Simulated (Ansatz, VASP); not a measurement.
## C: VASP beside Ansatz

```
CELL_PARAMETERS angstrom
0.00000 1.68204 1.85243
1.68204 0.00000 1.85243
1.68204 1.68204 0.00000
ATOMIC_POSITIONS crystal
C 0.50000 0.50000 0.50000
C 0.75000 0.75000 0.75000
```

Alike in both runs: task single point; functional LDA; k mesh 12 × 12 × 12; occupations gaussian, width 0.05 eV; no spin polarisation.

|  | VASP | Ansatz |
| --- | --- | --- |
| version | VASP 6.6.1 | Ansatz 0.2.0 |
| potentials or method | VASP PAW LDA potentials, release 64 (C) | scalar-relativistic, plane waves, PAW |
| plane-wave cutoff (eV) | 520 | 520 |
| valence electrons in the cell | 8 | 8 |

VASP gave:

```
gap on the k mesh at the Fermi level (eV)       : 3.06
least direct gap on the mesh (eV)               : 4.89
pressure (GPa)                                  : 27.2
largest component of the traceless stress (GPa) : 70.87
```

Task: Estimate Ansatz's values.

Result: gap on the k mesh at the Fermi level (eV): 3.07; least direct gap on the mesh (eV): 4.88; pressure (GPa): 25.3; largest component of the traceless stress (GPa): 71.00.

Ansatz warned: «pseudo_functional_mismatch».

Caveats: so large a pressure means that the cell lies far from this level's equilibrium, or that cutoff or potentials fall short (VASP).
